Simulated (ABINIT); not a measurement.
# ZnS (Wurtzite-2H) (P6_3mc) in ABINIT: further runs, part 2 of 2

ABINIT 10.8.3 (patched build). Earlier steps stand in the parts before.

### Step 5. Single point, PBE

run.abi

```
pp_dirpath "./"
pseudos "Zn.GGA_PBE-JTH.xml, S.GGA_PBE-JTH.xml"

acell 7.2017462609 7.2017462609 11.7805526609
rprim
     1.0000000000     0.0000000000     0.0000000000
    -0.5000000000     0.8660254038     0.0000000000
     0.0000000000     0.0000000000     1.0000000000
ntypat 2
znucl 30 16
natom 4
typat 1 1 2 2
xred
     0.6666666667     0.3333333333     0.5000000000
     0.3333333333     0.6666666667     0.0000000000
     0.6666666667     0.3333333333     0.8850000000
     0.3333333333     0.6666666667     0.3850000000

ecut 20.0
pawecutdg 40.0

kptopt 1
ngkpt 10 10 6
nshiftk 1
shiftk 0.0 0.0 0.0

ixc 11

nband 22
occopt 3
tsmear 0.05 eV

nstep 100
tolvrs 1.0e-9

iomode 3
prtwf 0
prtden 0
prteig 0
prtebands 0
```

Potentials or basis: JTH PAW PBE v2.0.

Run with:

```bash
abinit run.abi > log 2>&1
```

run.abo:

```text
.Version 10.8.3 of ABINIT
 Symmetries : space group P6_3 m c (#186); Bravais hP (primitive hexag.)
================================================================================
 Values of the parameters that define the memory need of the present run
     intxc =       0    ionmov =       0      iscf =      17    lmnmax =      18
     lnmax =       6     mgfft =      48  mpssoang =       3    mqgrid =    3354
     natom =       4  nloc_mem =       2    nspden =       1   nspinor =       1
    nsppol =       1      nsym =      12    n1xccc =       1    ntypat =       2
    occopt =       3   xclevel =       2
       mpw =        2280          nfft =       43200          nkpt =          56
 PAW method is used; the additional fine FFT grid is defined by:
   mgfftf=        72    nfftf =    145800
================================================================================
================================================================================

--------------------------------------------------------------------------------
------------- Echo of variables that govern the present computation ------------
--------------------------------------------------------------------------------
 -outvars: echo values of preprocessed input variables --------
            acell      7.2017462609E+00  7.2017462609E+00  1.1780552661E+01 Bohr
              amu      6.53900000E+01  3.20660000E+01
             ecut      2.00000000E+01 Hartree
                       outvar_i_n : Printing only first  50 k-points.
              ixc          11
                       outvar_i_n : Printing only first  50 k-points.
         kptrlatt       10    0    0      0   10    0      0    0    6
          kptrlen      7.06833160E+01
            natom           4
            nband          22
            ngfft          30      30      48
          ngfftdg          45      45      72
             nkpt          56
            nstep         100
             nsym          12
           ntypat           2
                       prtocc : prtvol=0, do not print more k-points.
           occopt           3
        pawecutdg      4.00000000E+01 Hartree
         pawxcdev           0
           prtden           0
        prtebands           0
           prteig           0
            prtwf           0
            rprim      1.0000000000E+00  0.0000000000E+00  0.0000000000E+00
                      -5.0000000000E-01  8.6602540380E-01  0.0000000000E+00
                       0.0000000000E+00  0.0000000000E+00  1.0000000000E+00
          spgroup         186
           tolvrs      1.00000000E-09
           tsmear      1.83746611E-03 Hartree
            typat      1  1  2  2
           useylm           1
                       outvars : Printing only first  50 k-points.
           xangst      1.9054999987E+00  1.1001409372E+00  3.1169999979E+00
                      -2.8207066293E-16  2.2002818744E+00  0.0000000000E+00
                       1.9054999987E+00  1.1001409372E+00  5.5170899962E+00
                      -2.8207066293E-16  2.2002818744E+00  2.4000899984E+00
            xcart      3.6008731305E+00  2.0789650712E+00  5.8902763304E+00
                      -5.3303630109E-16  4.1579301424E+00  0.0000000000E+00
                       3.6008731305E+00  2.0789650712E+00  1.0425789105E+01
                      -5.3303630109E-16  4.1579301424E+00  4.5355127744E+00
             xred      6.6666666667E-01  3.3333333333E-01  5.0000000000E-01
                       3.3333333333E-01  6.6666666667E-01  0.0000000000E+00
                       6.6666666667E-01  3.3333333333E-01  8.8500000000E-01
                       3.3333333333E-01  6.6666666667E-01  3.8500000000E-01
            znucl       30.00000   16.00000

================================================================================

 chkinp: Checking input parameters for consistency.

================================================================================
== DATASET  1 ==================================================================

--- !DatasetInfo
[... 136 lines left out ...]
    3       0.000000000000      0.000000000000      0.071384702937
    4       0.000000000000     -0.000000000000      0.071384702937

 cartesian coordinates (angstrom) at end:
    1      1.90549999869437     1.10014093720679     3.11699999788088
    2     -0.00000000000000     2.20028187441359     0.00000000000000
    3      1.90549999869437     1.10014093720679     5.51708999624916
    4     -0.00000000000000     2.20028187441359     2.40008999836828

 cartesian forces (hartree/bohr) at end:
    1     -0.00000000000000    -0.00000000000000     0.00611470725228
    2      0.00000000000000     0.00000000000000     0.00611470725228
    3      0.00000000000000    -0.00000000000000    -0.00611470725228
    4     -0.00000000000000     0.00000000000000    -0.00611470725228
 frms,max,avg= 3.5303279E-03 6.1147073E-03   0.000E+00  0.000E+00  5.517E-05 h/b

 cartesian forces (eV/Angstrom) at end:
    1     -0.00000000000000    -0.00000000000000     0.31443088913775
    2      0.00000000000000     0.00000000000000     0.31443088913775
    3      0.00000000000000    -0.00000000000000    -0.31443088913775
    4     -0.00000000000000     0.00000000000000    -0.31443088913775
 frms,max,avg= 1.8153676E-01 3.1443089E-01   0.000E+00  0.000E+00  2.837E-03 e/A
 length scales=  7.201746260900  7.201746260900 11.780552660900 bohr
              =  3.810999997389  3.810999997389  6.233999995762 angstroms
 Fermi (or HOMO) energy (hartree) =   0.24064   Average Vxc (hartree)=  -0.34454
 Eigenvalues (hartree) for nkpt=  56  k points:
 kpt#   1, nband= 22, wtk=  0.00167, kpt=  0.0000  0.0000  0.0000 (reduced coord)
  -0.28726   -0.25332   -0.03616   -0.03616   -0.03378   -0.03378   -0.03349   -0.01850
  -0.01850   -0.01556   -0.01556   -0.00970    0.00794    0.16630    0.16630    0.19743
   0.19743    0.19782    0.27992    0.30750    0.42846    0.42847
      occupation numbers for kpt#   1
   2.00000    2.00000    2.00000    2.00000    2.00000    2.00000    2.00000    2.00000
   2.00000    2.00000    2.00000    2.00000    2.00000    2.00000    2.00000    2.00000
   2.00000    2.00000    0.00000    0.00000    0.00000    0.00000
 prteigrs : prtvol=0 or 1, do not print more k-points.

--- !EnergyTerms
iteration_state     : {dtset: 1, }
comment             : Components of total free energy in Hartree
kinetic             :  2.20598601836841E+01
hartree             :  4.24667966792614E+01
xc                  : -1.08908300011883E+01
Ewald energy        : -9.21733055367513E+01
psp_core            :  1.56215136289461E+00
local_psp           : -1.48959646361989E+02
PAW spherical_terms :  3.65464553235720E+01
internal            : -1.49388518350517E+02
'-kT*entropy'       : -1.37620844955389E-13
total_energy        : -1.49388518350517E+02
total_energy_eV     : -4.06506867355074E+03
...

--- !EnergyTermsDC
iteration_state     : {dtset: 1, }
comment             : '"Double-counting" decomposition of free energy'
band_energy         : -1.88752202251697E-01
Ewald energy        : -9.21733055367513E+01
psp_core            :  1.56215136289461E+00
xc_dc               : -4.15054728006931E+01
PAW spherical_terms : -1.70831339030082E+01
internal            : -1.49388513079810E+02
'-kT*entropy'       : -1.37620844955389E-13
total_energy_dc     : -1.49388513079810E+02
total_energy_dc_eV  : -4.06506853012749E+03
...

--- !EnergyTermsWithPAWCore
iteration_state     : {dtset: 1, }
comment             : 'Components of total free energy, including PAW core contributions'
Total energy        : -4.39062951666829E+03
Total energy DC     : -4.39062951139758E+03
Total energy (eV)   : -1.19475115641066E+05
Total energy DC (eV): -1.19475115497642E+05
...

 Cartesian components of stress tensor (hartree/bohr^3)
  sigma(1 1)= -8.39849623E-05  sigma(3 2)=  0.00000000E+00
  sigma(2 2)= -8.39849624E-05  sigma(3 1)=  0.00000000E+00
  sigma(3 3)= -1.61426478E-05  sigma(2 1)=  0.00000000E+00

-Cartesian components of stress tensor (GPa)         [Pressure=  1.8056E+00 GPa]
- sigma(1 1)= -2.47092290E+00  sigma(3 2)=  0.00000000E+00
- sigma(2 2)= -2.47092290E+00  sigma(3 1)=  0.00000000E+00
- sigma(3 3)= -4.74933096E-01  sigma(2 1)=  0.00000000E+00

== END DATASET(S) ==============================================================
================================================================================

 -outvars: echo values of variables after computation  --------
            acell      7.2017462609E+00  7.2017462609E+00  1.1780552661E+01 Bohr
           etotal     -1.4938851308E+02
            fcart     -5.2344295062E-28 -3.4538277536E-28  6.1147072523E-03
                       6.7299807937E-28  3.4538277536E-28  6.1147072523E-03
                       7.4777564374E-29 -2.3965744345E-45 -6.1147072523E-03
                      -2.2433269312E-28  7.1897233034E-45 -6.1147072523E-03
            rprim      1.0000000000E+00  0.0000000000E+00  0.0000000000E+00
                      -5.0000000000E-01  8.6602540380E-01  0.0000000000E+00
                       0.0000000000E+00  0.0000000000E+00  1.0000000000E+00
           strten     -8.3984962322E-05 -8.3984962425E-05 -1.6142647812E-05
                       0.0000000000E+00  0.0000000000E+00  0.0000000000E+00
           xangst      1.9054999987E+00  1.1001409372E+00  3.1169999979E+00
                      -2.8207066293E-16  2.2002818744E+00  0.0000000000E+00
                       1.9054999987E+00  1.1001409372E+00  5.5170899962E+00
                      -2.8207066293E-16  2.2002818744E+00  2.4000899984E+00
             xred      6.6666666667E-01  3.3333333333E-01  5.0000000000E-01
                       3.3333333333E-01  6.6666666667E-01  0.0000000000E+00
                       6.6666666667E-01  3.3333333333E-01  8.8500000000E-01
                       3.3333333333E-01  6.6666666667E-01  3.8500000000E-01
 Calculation completed.
```

Wall time 2.4 min (1 thread of Arm Neoverse V1, shared host); peak memory 0.19 GiB.

Results:

- Free energy: -4065.0685 eV
- Largest force: 0.314 eV/Å
- Band gap on the k mesh: 2.23 eV, direct
- Valence electrons inside the program's atomic spheres: Zn 10.80; S 3.62

Forces in eV/Å, atoms in the order of the input:
```
Zn   0.000  0.000  0.314
Zn   0.000  0.000  0.314
S    0.000  0.000 -0.314
S    0.000  0.000 -0.314
```

Caveat: the cutoff is too short for stress, so the log's stress isn't used.

### Step 6. The runs side by side

```tsv
level	potentials or basis	k mesh	gap on the mesh (eV)	largest force (eV/Å)
PBE	JTH PAW PBE v2.0	5 × 5 × 3	2.23	0.32
LDA	JTH PAW LDA v2.0	6 × 6 × 4	1.97	0.29
PBEsol	JTH PAW PBE v2.0	10 × 10 × 6	2.09	0.30
PBE	JTH PAW PBE v2.0	10 × 10 × 6	2.23	0.31
```

Alike in all rows: task single point; no spin polarisation; cell as given; cutoff (eV) 544; smearing fermi-dirac 0.05 eV.

Caveats: the PAW data sets were made with another functional, which shifts forces and pressure a little (some runs).

Total energies depend on the potentials used, so only differences within one code and one set of settings carry meaning.

### Step 7. Against experiment

Step 2. Against the measured gap of ZnS, 3.911 eV (direct; 4 K; a printed reference work, monograph), the calculated 2.23 eV is off by -1.68 eV. The value is that of PBE, without temperature or zero-point motion. Semilocal functionals fall short of measured gaps as a rule.

Step 3. Against the measured gap of ZnS, 3.911 eV (direct; 4 K; a printed reference work, monograph), the calculated 1.97 eV is off by -1.94 eV. The value is that of LDA, without temperature or zero-point motion. Semilocal functionals fall short of measured gaps as a rule.

Step 4. Measured gap of ZnS: 3.911 eV (direct; 4 K; a printed reference work, monograph). This calculation gives 2.09 eV (-1.82 eV). The value is that of PBEsol, without temperature or zero-point motion. Semilocal functionals fall short of measured gaps as a rule.

Step 5. Measured gap of ZnS: 3.911 eV (direct; 4 K; a printed reference work, monograph). This calculation gives 2.23 eV (-1.68 eV). The value is that of PBE on a finite k mesh, which can miss the band edges, without temperature or zero-point motion. Semilocal functionals fall short of measured gaps as a rule.
